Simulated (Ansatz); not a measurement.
# Co: is there a lower state than plain starts find?

Plain starts of Co have been run. Do the further runs listed below go lower? System: Co, the measured crystal structure (space group Fm-3m, primitive cell doubled); the cell holds 2 atoms. Source: COD entry 9011621; the sample's temperature and pressure aren't taken into account.

Method: DFT PBE, PAW, plane waves, scalar-relativistic, in Ansatz 0.2.0.

### 1 The structure to begin with

Symmetry: Fm-3m, No. 225, cubic system. The conventional cell has a = 3.589 Å, b = 3.589 Å, c = 3.589 Å, α = 90.00°, β = 90.00°, γ = 90.00°. Co (site symmetry m-3m) has 12 Co at 2.54 Å as nearest neighbours.

Coordinates:

```cif
data_structure
_symmetry_space_group_name_H-M 'Fm-3m'
_symmetry_Int_Tables_number 225
_cell_length_a 3.5890
_cell_length_b 3.5890
_cell_length_c 3.5890
_cell_angle_alpha 90.000
_cell_angle_beta 90.000
_cell_angle_gamma 90.000
_cell_volume 46.23
loop_
_atom_site_label
_atom_site_type_symbol
_atom_site_symmetry_multiplicity
_atom_site_Wyckoff_symbol
_atom_site_fract_x
_atom_site_fract_y
_atom_site_fract_z
_atom_site_occupancy
Co1 Co 4 a 0.00000 0.00000 0.00000 1
```

Labels such as Co2 number the atoms in the order of the input file.

Known so far: 8 plain starts ended in 2 states. The lowest came from “a moment on one site alone, plain SCF [Co2 3.00 μB]”: ferromagnetic, site moments Co1 1.77, Co2 1.77 μB, total 3.38 μB per cell, no gap on the k-mesh, free energy -10252.2415 eV.

Runs to come: parallel moments, default search for lower states; opposed moments +-, default search for lower states; the moments typed in its input, symmetry off, plain SCF; the moments typed in its input, standard search for lower states; the moments typed in its input, symmetry off, default search.

A plain SCF has the search for lower states switched off and ends at the first converged state. The default search lets the program follow hints of a lower state (another filling of open shells, a soft direction), where it sees any. The standard and full searches may also try other magnetic orders and fillings, and need not reach the lowest state. With a search on, the program may also reshape the start on open shells. 

The total moment includes the space between the atomic spheres.

### 2 Parallel moments, default search for lower states

The input, input.yaml:

```yaml
crystal:
  lattice:
    - [0.0, -1.7945, -1.7945]
    - [-3.589, -1.7945, -1.7945]
    - [0.0, 1.7945, -1.7945]
  atoms:
    - { symbol: Co, position: [0.0, 0.0, 0.0], spin: 3.0 }
    - { symbol: Co, position: [0.0, 0.5, 0.5], spin: 3.0 }
magnetization:
  spin_polarized: true
hamiltonian:
  xc: pbe
  pseudopotentials: { kind: paw }
basis:
  ecutwfc: 420
kpoints:
  mp_grid: { grid: [13, 8, 10] }
scf:
  occupations: { method: fermi_dirac, width: 0.05 }
output:
  forces: true
  stress: true
```

Output, shortened:

```text
Warning: crystal.symmetry: narrowed to the stabiliser of the k-point mesh — unitary ops 32 → 8; excluded 24 operations that carry a point of the 13×8×10 mesh (shift [0, 0, 0]) off the mesh (the run samples exactly the mesh kpoints.mp_grid names, as under crystal.symmetry.detect: false, [...]
Pseudopotentials: kind: paw
Pseudopotential: Co, paw, valence charge 17, recommended cutoff 420 eV (normal), Co.paw.azcp
Functional definition: PBE
[...]
Crystal: 2 atoms, lattice volume = 23.115 Å³
Basis set: ecut = 420 eV, 451 PW (Γ), exchange–correlation on 36×60×36 points (8 copies of the dense FFT grid, shifted against one another)
Bands: 24, of which v1, the nominal top of the filled ones, is band 17 counted from 1 (16 counted from 0)
Symmetry: 8 space group operations
k-points: 318 of 1040
[...]
Starting moments: Σ|m| = 6 μB on 2 of 2 sites
[...]
SCF iter   1: F=—  HF=-10251.906167 eV  |F-HF|=—  |Δ(HF+E_count)|=         —  Δρ=1.59e-1 (↑1.59e-1 ↓5.77e-2)  dr2=1.97e0  dr2_m=2.25e0  M=3.838 μB ∫|m|=3.999 μB  β_m=0.30  ethr=3.10e-3  ⟨swp⟩=5.5  Hψ=57227  notcnv=0
[...]
SCF iter   9: F=-10252.241489 eV  HF=-10252.241489 eV  |F-HF|=1.37e-8  |Δ(HF+E_count)|=   2.53e-8  Δρ=8.01e-6 (↑4.35e-6 ↓8.01e-6)  dr2=1.65e-8  dr2_m=1.00e-9  M=3.384 μB ∫|m|=3.709 μB  ethr=2.43e-10  ⟨swp⟩=2.3  Hψ=50324  notcnv=0
[...]
SCF converged after 9 iterations
Magnetization: 3.3838 μB (18.6919 up, 15.3081 down)
Absolute magnetization: 3.7093 μB (∫|ρ↑−ρ↓|, with the PAW one-centre terms)
Spin contamination: 0.0595 ħ² per cell (⟨S²⟩ above its minimum at these occupations)
Per-site moments (μB) at R_I (Å): [(1.765972150454832, 1.046845073042389), (1.7659721504548314, 1.046845073042389)]
Free energy (F): -10252.241489 eV
[...]
E sigma→0 (E₀):  -10252.231819 eV
Entropy (-TS):   -0.019340 eV (-9.670 meV/atom)
Fermi energy:    17.449016 eV
[... 24 lines left out: energy terms, forces, stress ...]
```

It took 11 s on 2 threads of an Arm CPU, shared host; peak memory 0.53 GiB.

This is the state of step 1 again (ferromagnetic), after 9 iterations.

### 3 Opposed moments +-, default search for lower states

input.yaml: that of step 2 with these lines changed.

```diff
@@ -7,3 +7,3 @@
     - { symbol: Co, position: [0.0, 0.0, 0.0], spin: 3.0 }
-    - { symbol: Co, position: [0.0, 0.5, 0.5], spin: 3.0 }
+    - { symbol: Co, position: [0.0, 0.5, 0.5], spin: -3.0 }
 magnetization:
```

Output, shortened:

```text
Warning: crystal.symmetry: narrowed to the stabiliser of the k-point mesh — unitary ops 16 → 4; excluded 12 operations that carry a point of the 13×8×10 mesh (shift [0, 0, 0]) off the mesh (the run samples exactly the mesh kpoints.mp_grid names, as under crystal.symmetry.detect: false, [...]
[... 11 lines as in an earlier run ...]
Symmetry: 4 space group operations
[... 5 lines as in an earlier run ...]
Starting moments: Σ|m| = 6 μB on 2 of 2 sites
[... 2 lines as in an earlier run ...]
spin-down is spin-up translated by (0, 0.5, 0.5): one eigenproblem is solved per k-point and the antiferromagnetic symmetry of the starting moments is kept exactly by this SCF (crystal.symmetry.spin_inversion_symmetry: false solves both channels; [...]
SCF iter   1: F=—  HF=-10251.919525 eV  |F-HF|=—  |Δ(HF+E_count)|=         —  Δρ=1.92e-1 (↑1.92e-1 ↓1.92e-1)  dr2=2.14e0  dr2_m=6.96e0  M=0.000 μB ∫|m|=3.071 μB  β_m=0.30  ethr=3.10e-3  ⟨swp⟩=5.4  Hψ=28955  notcnv=0  defer=97
[...]
Starting moments: Σ|m| = 6 μB on 2 of 2 sites; this step starts from the density that it was given
[...]
the run went on to a lower state, not held to the crystal's whole symmetry: an SCF along what the orbitals of the run's state read of its open shells (or to have them read: on a GPU, or by another smearing), with the run's symmetry operations kept and the antiferromagnet's [...]
WARN: the starting moments were not kept: 1 of 2 ended reversed and 1 kept their direction, counting a site from 0.1 of the cell's largest site moment. The largest reversed, site 0 (counted from 0, in the order of the report's site_moments_mub), started with +3.0 μB and closes at -1.8e0 [...]
at 6 of the mixer's solves, all of them in the SCFs whose states led to this one, it left a direction of its history that read negative out of its fit and stepped the other way along it
SCF converged after 3 iterations
Magnetization: -3.3838 μB (15.3081 up, 18.6919 down)
Absolute magnetization: 3.7093 μB (∫|ρ↑−ρ↓|, with the PAW one-centre terms)
Spin contamination: 0.0595 ħ² per cell (⟨S²⟩ above its minimum at these occupations)
Per-site moments (μB) at R_I (Å): [(-1.7659725673888245, 1.046845073042389), (-1.7659675019382954, 1.046845073042389)]
Free energy (F): -10252.241489 eV
[...]
E sigma→0 (E₀):  -10252.231819 eV
Entropy (-TS):   -0.019340 eV (-9.670 meV/atom)
Fermi energy:    17.449078 eV
[... 29 lines left out: energy terms, forces, stress, bands ...]
```

It took 95 s on 2 threads of an Arm CPU, shared host; peak memory 1.4 GiB.

The run ends in the same state as step 1 (ferromagnetic); it took 37 iterations.

### 4 The moments typed in its input, symmetry off, plain SCF

input.yaml: that of step 3 with these lines changed.

```diff
@@ -8,2 +8,3 @@
     - { symbol: Co, position: [0.0, 0.5, 0.5], spin: -3.0 }
+  symmetry: { detect: false, time_reversal: true }
 magnetization:
@@ -19,2 +20,3 @@
   occupations: { method: fermi_dirac, width: 0.05 }
+  lower_state_search: "off"
 output:
```

Output, shortened:

```text
[... 11 lines as in an earlier run ...]
Symmetry: 1 space group operations
k-points: 522 of 1040 (time reversal used)
[... 4 lines as in an earlier run ...]
Starting moments: Σ|m| = 6 μB on 2 of 2 sites
[... 2 lines as in an earlier run ...]
[...]
SCF iter   1: F=—  HF=-10251.074469 eV  |F-HF|=—  |Δ(HF+E_count)|=         —  Δρ=1.19e-1 (↑1.19e-1 ↓1.19e-1)  dr2=3.05e-1  dr2_m=2.82e0  M=0.000 μB ∫|m|=3.923 μB  β_m=0.30  ethr=8.98e-4  ⟨swp⟩=1.4  Hψ=128990  notcnv=0
[...]
spin-set hold released at iteration 1 (the charge has settled, or the pull on large starting moments outlasts its swing): the magnetisation degrees of freedom join the quasi-Newton model from the next iteration; the mixer history was flushed
[...]
SCF iter  46: F=-10251.736376 eV  HF=-10251.736376 eV  |F-HF|=9.82e-11  |Δ(HF+E_count)|=    0.00e0  Δρ=8.84e-7 (↑8.84e-7 ↓6.16e-7)  dr2=1.17e-10  dr2_m=2.77e-11  M=-0.000 μB ∫|m|=0.000 μB  ethr=1.00e-12  ⟨swp⟩=1.0  Hψ=63339  notcnv=0
[...]
WARN: the starting moments were not kept: the SCF closed with an absolute magnetisation of 2.9e-5 μB, where they sum to 6 μB in size (2 sites). That is at most 0.1 of that sum. Measured as dr2_m measures the in/out step, that magnetisation stands 1.1e-9 eV from none, at or under the [...]
No search for a lower state was made along the close's negative reading: the deck asks for none (scf.lower_state_search: off) (following: asked_to_warn; scf.lower_state_search in the input reference).
SCF converged after 46 iterations
Magnetization: -0.0000 μB (17.0000 up, 17.0000 down)
Absolute magnetization: 0.0000 μB (∫|ρ↑−ρ↓|, with the PAW one-centre terms)
Spin contamination: 0.0000 ħ² per cell (⟨S²⟩ above its minimum at these occupations)
Per-site moments (μB) at R_I (Å): [(1.040140498036954e-5, 1.046845073042389), (-1.743976956601388e-5, 1.046845073042389)]
Free energy (F): -10251.736376 eV
[...]
E sigma→0 (E₀):  -10251.714155 eV
Entropy (-TS):   -0.044442 eV (-22.221 meV/atom)
Fermi energy:    17.143399 eV
[...]
--- Forces (eV/Å), atoms counted from 1 ---
  atom   1  Co     0.00000000     0.00000000    -0.00000000
  atom   2  Co    -0.00000000     0.00000000    -0.00000000
[...]
--- Stress (GPa, compression-positive) ---
      -22.064151      -0.015889      -0.015889
       -0.015889     -22.365101       0.217568
       -0.015889       0.217568     -22.365101
  P = ⅓ Tr σ = -22.2648 GPa (-222.648 kbar)
```

It took 2.1 min on 2 threads of an Arm CPU, shared host; peak memory 0.77 GiB.

The state reached is non-magnetic, no gap on the k-mesh. It lies 253 meV/atom above the lowest state so far (step 1). The program's check reads this end as a saddle point, not a minimum.

### 5 The moments typed in its input, standard search for lower states

input.yaml: that of step 4 with these lines changed.

```diff
@@ -8,3 +8,2 @@
     - { symbol: Co, position: [0.0, 0.5, 0.5], spin: -3.0 }
-  symmetry: { detect: false, time_reversal: true }
 magnetization:
@@ -20,3 +19,3 @@
   occupations: { method: fermi_dirac, width: 0.05 }
-  lower_state_search: "off"
+  lower_state_search: standard
 output:
```

Output, shortened:

```text
[... 1 line as in an earlier run ...]
the run goes by scf.lower_state_search standard: where its kind and settings allow, a search for a lower-energy state can add stability tests and further SCF calculations, which can take several times, in some runs tens of times, as long as the SCF (see the manual's entry of the key); [...]
[... 17 lines as in an earlier run ...]
Starting moments: Σ|m| = 6 μB on 2 of 2 sites
[... 3 lines as in an earlier run ...]
SCF iter   1: F=—  HF=-10251.919525 eV  |F-HF|=—  |Δ(HF+E_count)|=         —  Δρ=1.92e-1 (↑1.92e-1 ↓1.92e-1)  dr2=2.14e0  dr2_m=6.96e0  M=0.000 μB ∫|m|=3.071 μB  β_m=0.30  ethr=3.10e-3  ⟨swp⟩=5.4  Hψ=28955  notcnv=0  defer=97
[...]
Starting moments: Σ|m| = 6 μB on 2 of 2 sites; this step starts from the density that it was given
[...]
[... 1 line as in an earlier run ...]
[...]
[... 1 line as in an earlier run ...]
[...]
SCF iter   3: F=-10252.241489 eV  HF=-10252.241489 eV  |F-HF|=3.09e-10  |Δ(HF+E_count)|=   1.05e-8  Δρ=1.46e-6 (↑1.46e-6 ↓3.89e-7)  dr2=4.14e-10  dr2_m=1.60e-10  M=-3.384 μB ∫|m|=3.709 μB  ethr=1.82e-11  ⟨swp⟩=2.0  Hψ=42270  notcnv=0
[...]
[... 2 lines as in an earlier run ...]
at 6 of the mixer's solves, all of them in the SCFs whose states led to this one, it left a direction of its history that read negative out of its fit and stepped the other way along it
SCF converged after 3 iterations
Magnetization: -3.3838 μB (15.3081 up, 18.6919 down)
Absolute magnetization: 3.7093 μB (∫|ρ↑−ρ↓|, with the PAW one-centre terms)
Spin contamination: 0.0595 ħ² per cell (⟨S²⟩ above its minimum at these occupations)
Per-site moments (μB) at R_I (Å): [(-1.7659725673888245, 1.046845073042389), (-1.7659675019382954, 1.046845073042389)]
Free energy (F): -10252.241489 eV
[...]
E sigma→0 (E₀):  -10252.231819 eV
Entropy (-TS):   -0.019340 eV (-9.670 meV/atom)
Fermi energy:    17.449078 eV
[... 29 lines left out: energy terms, forces, stress, bands ...]
```

Run time: 97 s. Hardware: 2 threads of an Arm CPU, shared host; peak memory 1.4 GiB.

This is the state of step 1 again (ferromagnetic), after 37 iterations.

### 6 The moments typed in its input, symmetry off, default search

input.yaml: that of step 5 with these lines changed.

```diff
@@ -8,2 +8,3 @@
     - { symbol: Co, position: [0.0, 0.5, 0.5], spin: -3.0 }
+  symmetry: { detect: false, time_reversal: true }
 magnetization:
@@ -19,3 +20,2 @@
   occupations: { method: fermi_dirac, width: 0.05 }
-  lower_state_search: standard
 output:
```

Output, shortened:

```text
[... 17 lines as in an earlier run ...]
Starting moments: Σ|m| = 6 μB on 2 of 2 sites
[... 2 lines as in an earlier run ...]
SCF iter   1: F=—  HF=-10251.921175 eV  |F-HF|=—  |Δ(HF+E_count)|=         —  Δρ=1.92e-1 (↑1.92e-1 ↓1.92e-1)  dr2=2.14e0  dr2_m=6.96e0  M=-0.000 μB ∫|m|=3.070 μB  β_m=0.30  ethr=3.10e-3  ⟨swp⟩=5.4  Hψ=95149  notcnv=0  defer=321
[...]
SCF iter  18: F=-10252.241489 eV  HF=-10252.241489 eV  |F-HF|=4.07e-9  |Δ(HF+E_count)|=   2.14e-9  Δρ=3.93e-6 (↑1.11e-6 ↓3.93e-6)  dr2=4.51e-9  dr2_m=4.81e-10  M=3.384 μB ∫|m|=3.709 μB  ethr=6.37e-11  ⟨swp⟩=2.0  Hψ=72569  notcnv=0
[...]
WARN: the starting moments were not kept: 1 of 2 ended reversed and 1 kept their direction, counting a site from 0.1 μB. The largest reversed, site 1 (counted from 0, in the order of the report's site_moments_mub), started with -3.0 μB and closes at +1.8e0 μB in its sphere. The starting [...]
SCF converged after 18 iterations
Magnetization: 3.3838 μB (18.6919 up, 15.3081 down)
Absolute magnetization: 3.7093 μB (∫|ρ↑−ρ↓|, with the PAW one-centre terms)
Spin contamination: 0.0595 ħ² per cell (⟨S²⟩ above its minimum at these occupations)
Per-site moments (μB) at R_I (Å): [(1.7659586847125577, 1.046845073042389), (1.765982341717964, 1.046845073042389)]
Free energy (F): -10252.241489 eV
[...]
E sigma→0 (E₀):  -10252.231819 eV
Entropy (-TS):   -0.019340 eV (-9.670 meV/atom)
Fermi energy:    17.449092 eV
[... 24 lines left out: energy terms, forces, stress ...]
```

Wall time 70 s (2 threads of an Arm CPU, shared host); peak memory 0.81 GiB.

The run ends in the same state as step 1 (ferromagnetic); it took 18 iterations.

### 7 Comparing the starts

| step | iterations | state | moments of Co1 Co2 (μB) | total (μB) | gap (eV) | pressure (GPa) | above lowest (meV/atom) |
| --- | --- | --- | --- | --- | --- | --- | --- |
| 1 | 26 | 1 | 1.77 1.77 | 3.38 | none | -10.6 | 0.0 |
| 2 | 9 | 1 | 1.77 1.77 | 3.38 | none | -10.6 | 0.0 |
| 3 | 37 | 1 | -1.77 -1.77 | -3.38 | none | -10.6 | 0.0 |
| 4 | 46 | 2 | 0.00 0.00 | 0.00 | none | -22.3 | 253 |
| 5 | 37 | 1 | -1.77 -1.77 | -3.38 | none | -10.6 | 0.0 |
| 6 | 18 | 1 | 1.77 1.77 | 3.38 | none | -10.6 | 0.0 |

States are numbered from the lowest. Starts by step: 2 parallel moments, default search for lower states; 3 opposed moments +-, default search for lower states; 4 the moments typed in its input, symmetry off, plain SCF; 5 the moments typed in its input, standard search for lower states; 6 the moments typed in its input, symmetry off, default search. Step 1 is the best of the earlier plain starts.

The 5 runs of this session took 6.6 min in all, from 11 s to 2.1 min each.

Decimal logarithm of the largest residual (eV) by iteration, counted through all cycles of a run:

| iteration | step 2 | step 3 | step 4 | step 5 | step 6 |
| --- | --- | --- | --- | --- | --- |
| 1 | 0.4 | 0.8 | 0.5 | 0.8 | 0.8 |
| 2 | 0.1 | 0.5 | 0.3 | 0.5 | 0.5 |
| 3 | -0.5 | 0.2 | 0.4 | 0.2 | 0.2 |
| 4 | -1.4 | -1.4 | -1.4 | -1.4 | -1.4 |
| 5 | -2.2 | -1.8 | -1.1 | -1.8 | -1.8 |
| 9 | -7.8 | -1.7 | -2.5 | -1.7 | 1.7 |
| 13 | - | -1.9 | -2.9 | -1.9 | -3.8 |
| 17 | - | -3.2 | -3.0 | -3.2 | -7.7 |
| 21 | - | -6.7 | -2.7 | -6.7 | - |
| 26 | - | -11.2 | -4.1 | -11.2 | - |
| 30 | - | -3.6 | -4.5 | -3.6 | - |
| 34 | - | -8.2 | -5.9 | -8.2 | - |
| 38 | - | - | -8.1 | - | - |
| 42 | - | - | -8.9 | - | - |
| 46 | - | - | -9.9 | - | - |

### 8 Outcome

```
         quantity                                                      value
  distinct states  2 from 6 converged runs, the best start of step 1 counted
     lowest state                                              ferromagnetic
      its moments                                    Co1 -1.77, Co2 -1.77 μB
     total moment                                          -3.38 μB per cell
gap on the k-mesh                                                       none
         pressure                                                  -10.6 GPa
    largest force                                                 0.000 eV/Å
       next state                          non-magnetic, 253 meV/atom higher
```

**Reading.** Nothing lower turns up: the best plain start stands. Distinct end states: 2, from 6 converged runs. A lower state than any found can't be excluded. State 2 reads as a saddle point, which a small push may leave. The mesh has less symmetry than the lattice, which lowers the symmetry of the run.
